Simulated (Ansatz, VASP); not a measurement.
One calculation of Mo, two programs

```
CELL_PARAMETERS angstrom
2.25478 0.00000 0.00000
-1.12739 1.95270 0.00000
0.00000 0.00000 2.09838
ATOMIC_POSITIONS crystal
Mo 0.00000 0.00000 0.00000
```

Change from the starting cell: volume scaled by 0.55, PAW files.

Alike in both runs: task single point; functional PBE; k mesh 18 × 18 × 16; occupations fermi-dirac, width 0.08 eV; no spin polarisation.

|  | VASP | Ansatz |
| --- | --- | --- |
| version | VASP 6.6.1 | Ansatz 0.2.0 |
| potentials or method | VASP PAW PBE potentials, release 64 (Mo_sv) | PAW with Ansatz's default frozen-core files, scalar-relativistic |
| plane-wave cutoff (eV) | 520 | 420 |
| valence electrons in the cell | 14 | 14 |

|  | VASP | Ansatz | Ansatz less VASP |
| --- | --- | --- | --- |
| pressure (GPa) | 423.3 | 413.4 | -9.93 |
| largest component of the traceless stress (GPa) | 2.27 | 0.10 | -2.171 |

Caveats: the cell as given lies far from equilibrium; so large a pressure means that the cell lies far from this level's equilibrium, or that cutoff or potentials fall short (VASP).
